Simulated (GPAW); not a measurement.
Runs of GPAW 26.7.0 on Au. It takes space group Fm-3m (No. 225, cubic). The conventional cell has a = 4.070 Å, b = 4.070 Å, c = 4.070 Å, α = 90.00°, β = 90.00°, γ = 90.00°. Au (site symmetry m-3m) is surrounded by 12 Au at 2.88 Å. 

```tsv
task	level	potentials or basis	cell	k mesh	cutoff (eV)	smearing	maxiter	optimizer	fmax	max steps	target pressure	grid spacing	other keys	gap on the mesh (eV)	pressure (GPa)	relaxed volume (Å³/atom)
relaxation of cell and atoms	PBEsol+D4	PAW data sets generated in the run's folder for this functional, pw	relaxed to 5 GPa	11 × 11 × 11	600	fermi-dirac 0.05 eV	150	FIRE	0.05 eV/Å	40	5 GPa	-	-	none	5.3	-
single point	PBE	GPAW PAW data sets (gpaw-data 1.2.1), pw	as given	11 × 11 × 11	600	gaussian 0.019 eV	150	-	-	-	-	-	-	none	13.4	-
relaxation of cell and atoms	PBE+D4	GPAW PAW data sets (gpaw-data 1.2.1), pw	relaxed	11 × 11 × 11	600	fermi-dirac 0.05 eV	150	BFGS	0.01 eV/Å	100	-	-	-	none	0.1	17.53
single point	PBE	GPAW PAW data sets (gpaw-data 1.2.1), pw	as given	11 × 11 × 11	600	gaussian 0.018 eV	150	-	-	-	-	-	-	none	13.4	-
relaxation of cell and atoms	RPBE+D3(BJ)	the program's PAW data sets (release 1.2.1) made for this functional, pw	relaxed	11 × 11 × 11	600	fermi-dirac 0.05 eV	150	BFGS	0.01 eV/Å	100	-	-	-	none	-0.1	(a)
single point	PBE	GPAW PAW data sets (gpaw-data 1.2.1), pw	as given	11 × 11 × 11	600	gaussian 0.021 eV	150	-	-	-	-	-	-	none	13.4	-
single point	PBE	GPAW PAW data sets (gpaw-data 1.2.1), pw	as given	11 × 11 × 11	600	gaussian 0.024 eV	150	-	-	-	-	-	-	none	13.4	-
single point	PBE	GPAW PAW data sets (gpaw-data 1.2.1), pw	as given	18 × 18 × 18	600	fermi-dirac 0.05 eV	60	-	-	-	-	-	several, not listed	none	13.4	-
single point	PBE	GPAW PAW data sets (gpaw-data 1.2.1), pw	as given	11 × 11 × 11	600	gaussian 0.026 eV	150	-	-	-	-	-	-	none	13.4	-
phonons	PBE+D4	GPAW PAW data sets (gpaw-data 1.2.1), lcao:dzp	as given	11 × 11 × 11	-	fermi-dirac 0.05 eV	150	-	-	-	-	0.16 Å	-	none	-	-
single point	PBE	GPAW PAW data sets (gpaw-data 1.2.1), pw	as given	11 × 11 × 11	600	gaussian 0.022 eV	150	-	-	-	-	-	-	none	13.4	-
single point	PBE	GPAW PAW data sets (gpaw-data 1.2.1), pw	as given	11 × 11 × 11	1200	fermi-dirac 0.05 eV	50	-	-	-	-	-	several, not listed	none	13.4	-
```

Alike in all rows: no spin polarisation.

Question: Fill in the values left out.

Answer: (a) 15.19.

Caveats: with this Au data set, volumes or pressures lay over 1.5 % or 2 GPa off other programs in two to four cells of ten (some runs); pairwise dispersion overbinds metals, which lowers pressure and volume (some runs); later steps reuse the first step's grids (some runs); the real-space grid adds noise to forces (some runs); phonon bands are interpolated from a small supercell (some runs); the basis of atomic orbitals isn't converged, which shifts pressures, moduli and gaps (some runs).

A k mesh can miss the band edges, and the runs leave out spin-orbit coupling on Au.

A gap of «none» marks a metal or a gap under the smearing width.
